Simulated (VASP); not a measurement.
TaC: relaxation of cell and atoms with PBEsol

TaC:

```xyz
2
Lattice="0.0000 2.2230 2.2230 2.2230 0.0000 2.2230 2.2230 2.2230 0.0000" Properties=species:S:1:pos:R:3 pbc="T T T"
Ta    0.0000    0.0000    0.0000
C     2.2230    2.2230    2.2230
```

```json
{"Program": "VASP 6.6.1", "Task": "relaxation of cell and atoms", "Functional": "PBEsol", "Potentials or basis": "VASP PAW PBE potentials, release 64 (Ta_pv, C)", "Cutoff": "600 eV", "k mesh": "14 × 14 × 14", "Occupations": "methfessel-paxton, width 0.1 eV", "Spin": "no spin polarisation", "Further INCAR settings": "ALGO = Normal; EDIFF = 1e-06; IBRION = 2; EDIFFG = -0.01; NSW = 90; ISIF = 3"}
```

```yaml
Relaxed_volume: 10.96 Å³/atom
Relaxed_cell: a = 3.142 Å, b = 3.142 Å, c = 3.142 Å, α = 60.00°, β = 60.00°, γ = 60.00°
Space_group_after_relaxing_to_0.05_Å: Fm-3m (No. 225)
Energy_gained_by_relaxing: 0.0 meV/atom
Ionic_steps: 3
Pressure_after_relaxing: 0.0 GPa
Band_gap_on_the_k_mesh: none (metal or under the smearing width)
```

Final structure:
```yaml
crystal:
  lattice:
    - [0.00000, 2.22152, 2.22152]
    - [2.22152, 0.00000, 2.22152]
    - [2.22152, 2.22152, 0.00000]
  atoms:
    - { symbol: Ta, position: [0.00000, 0.00000, 0.00000] }
    - { symbol: C, position: [0.50000, 0.50000, 0.50000] }
```

Levels at points of the mesh, in eV from the Fermi level:
```tsv
k point	band 4	band 5	band 6	band 7	band 8	band 9	band 10	band 11
(0.00, 0.00, 0.00)	-14.94	-1.46	-1.46	-1.46	-0.55	-0.55	-0.55	0.56
(0.50, 0.00, 0.00)	-10.38	-8.91	-5.62	-5.62	2.67	2.67	3.66	5.32
(0.50, 0.50, 0.00)	-12.81	-4.72	-4.71	-1.84	-1.84	2.55	4.07	4.07
```

Run time: 15 s on 2 MPI ranks on Intel(R) Xeon(R) 6975P-C (Granite Rapids), on a shared host, peak memory 0.17 GiB a rank.

Caveat: the PAW data sets were made with another functional, which shifts forces and pressure a little. Spin-orbit coupling is left out, which matters for the levels of Ta.
